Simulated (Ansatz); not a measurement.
**Crystal structures of sodium under PBE**

Computed with DFT, PBE, plane waves (420 eV) with PAW, scalar-relativistic (Ansatz).

Each structure is relaxed within its own symmetry, so a high-lying one may be dynamically unstable.

```tsv
structure	ΔE (meV/atom)	V (Å³/atom)	cell	magnetic state
hcp	-1	37.13	a = 3.745 Å, c = 6.114 Å (c/a = 1.633)	spin not included
fcc	0	37.09	a = 5.294 Å	spin not included
bcc	0	36.97	a = 4.197 Å	spin not included
dhcp	1	37.07	a = 3.749 Å, c = 12.180 Å (c/a = 3.249)	spin not included
omega (AlB2-type)	11	37.32	a = 6.023 Å, c = 3.563 Å (c/a = 0.592)	spin not included
A15	13	37.27	a = 6.681 Å	spin not included
simple cubic	118	39.81	a = 3.414 Å	spin not included
diamond	337	54.23	a = 7.570 Å	spin not included
```

ΔE counts from bcc.

Differences under about 8 meV lie within the error of the k-point mesh.
